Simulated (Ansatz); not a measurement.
Fe, 2 atoms in the cell. It takes space group P6_3/mmc (No. 194, hexagonal). Conventional cell: a = 2.434 Å, b = 2.434 Å, c = 3.842 Å, α = 90.00°, β = 90.00°, γ = 120.00°. Fe (site symmetry -6m2) is surrounded by 12 Fe at 2.38 to 2.43 Å. This isn't the form of Fe at room conditions, which is bcc.

| Quantity | Value |
| --- | --- |
| Program | Ansatz 0.2.0 |
| Task | single point |
| Functional | r2SCAN0 |
| Potentials or basis | Ansatz PAW |
| Cutoff | 500 eV (not typed: the program's choice for these potentials) |
| k mesh | 6 × 6 × 4 |
| Occupations | fermi-dirac, width 0.05 eV |
| Spin | collinear spin, ferromagnetic start |
| Starting moments | [3.0, 3.0] μB |

Potentials or basis: Ansatz PAW.

The run is started by

```console
$ ansatz run input.yaml --threads 2 --pin off --max-ram 5632MiB --backend cpu --events-out ev --progress --plain --runs-dir out
```

Hardware: 2 threads of Intel(R) Xeon(R) Processor @ 2.50GHz (Skylake/Cascade Lake), with other jobs on the host.

**Question.** How long does it take, and how much memory?

**Answer.** It took 3.6 min on 2 threads of Intel(R) Xeon(R) Processor @ 2.50GHz (Skylake/Cascade Lake), with other jobs on the host, peak memory 0.73 GiB. Counts: scf iterations 83, plane waves 525, k points 21, bands 23.
